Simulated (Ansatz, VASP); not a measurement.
# TaN: VASP beside Ansatz

INCAR

```
ALGO = Normal ; EDIFF = 1E-7
ENCUT = 520 ; GGA = PS
ISIF = 2 ; ISMEAR = -1
LASPH = T ; LCHARG = F
LREAL = F ; LWAVE = F
NBANDS = 15 ; NELM = 60
PREC = Accurate ; SIGMA = 0.02
```

KPOINTS

```
k-points
0
Gamma
  12 12 10
```

Contents of POSCAR:

```
TaN
1.0
    2.9574563715      0.0000000000      0.0000000000
   -1.4787281858      2.5612323484      0.0000000000
    0.0000000000      0.0000000000      2.9020932717
Ta N
1 1
Direct
    0.3333333333      0.6666666667      0.5000000000
    0.0000000000      0.0000000000      0.0000000000
```

Input for Ansatz:

```yaml
crystal:
  lattice:
    - [2.9574563715, 0.0, 0.0]
    - [-1.4787281858, 2.5612323484, 0.0]
    - [0.0, 0.0, 2.9020932717]
  atoms:
    - { symbol: Ta, position: [0.3333333333, 0.6666666667, 0.5] }
    - { symbol: "N", position: [0.0, 0.0, 0.0] }
kpoints:
  mp_grid: { grid: [12, 12, 10] }
  band_path:
    path:
      - [0.0, 0.0, 0.0]
      - [0.5, 0.0, 0.0]
      - [0.3333333333, 0.3333333333, 0.0]
      - [0.0, 0.0, 0.0]
      - [0.0, 0.0, 0.5]
      - [0.5, 0.0, 0.5]
      - [0.3333333333, 0.3333333333, 0.5]
      - [0.0, 0.0, 0.5]
      - [0.5, 0.0, 0.5]
    npoints: 5
scf:
  occupations: { method: fermi_dirac, width: 0.02 }
hamiltonian:
  xc: pbesol
  pseudopotentials: { kind: all_electron, lapw: { basis_error: 0.0005 } }
output:
  forces: true
  stress: true
  eigenvalues: true
```

Change from the starting cell: volume scaled by 1.02.

Alike in both runs: task single point; functional PBEsol; k mesh 12 × 12 × 10; occupations fermi-dirac, width 0.02 eV; no spin polarisation.

|  | VASP | Ansatz |
| --- | --- | --- |
| version | VASP 6.6.1 | Ansatz 0.2.0 |
| potentials or method | VASP PAW PBE potentials, release 64 (Ta_pv, N) | all-electron LAPW, scalar-relativistic |
| plane-wave cutoff (eV) | 520 | see its input |

Ansatz gave:

```
pressure (GPa)                                  : -11.2
largest component of the traceless stress (GPa) : 0.70
```

Problem. Which values does VASP return?

Solution. Pressure (GPa): -10.7; largest component of the traceless stress (GPa): 0.58.

Ansatz ran all-electron here, so the differences hold the error of VASP's frozen core and of both bases.

Caveats: the PAW data sets were made with another functional, which shifts forces and pressure a little (VASP). The runs have no spin-orbit coupling, so splittings on Ta are missing.
